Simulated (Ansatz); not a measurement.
```
Mg S
1.0
     0.00000    2.52733    2.52733
     2.52733    0.00000    2.52733
     2.52733    2.52733    0.00000
Mg S
1 1
Direct
  0.00000 0.00000 0.00000
  0.50000 0.50000 0.50000
```

RPA correlation and exact exchange on PBE orbitals, hard PAW set made for 700 eV (Ansatz); 4×4×4 mesh, wave cutoff 700 eV, correlation extrapolated to infinite response cutoff from cutoffs up to 280 eV, 16 electrons, all correlated, 221 empty bands, long-wavelength term: optical limit. The band count ends below the top response cutoff.

The cell is then scaled evenly to 1.128 times this volume.

Energy change of the cell: PBE -0.100 eV (mean pressure +3.9 GPa).

(1) What change follows for the Hartree-Fock expression on these orbitals, RPA correlation and the RPA total?

## Answers

(1) The Hartree-Fock expression on these orbitals: -0.159 eV (mean pressure +6.2 GPa). RPA correlation: +0.105 eV (mean pressure -4.1 GPa). The RPA total: -0.054 eV (mean pressure +2.1 GPa).

This ran on a trial build of the method. The cell is a model at fixed atoms and needn't be the relaxed known crystal. The correlation step scatters with the plane-wave count, here by about 0.03 eV. The mesh is coarse, so these steps aren't converged.
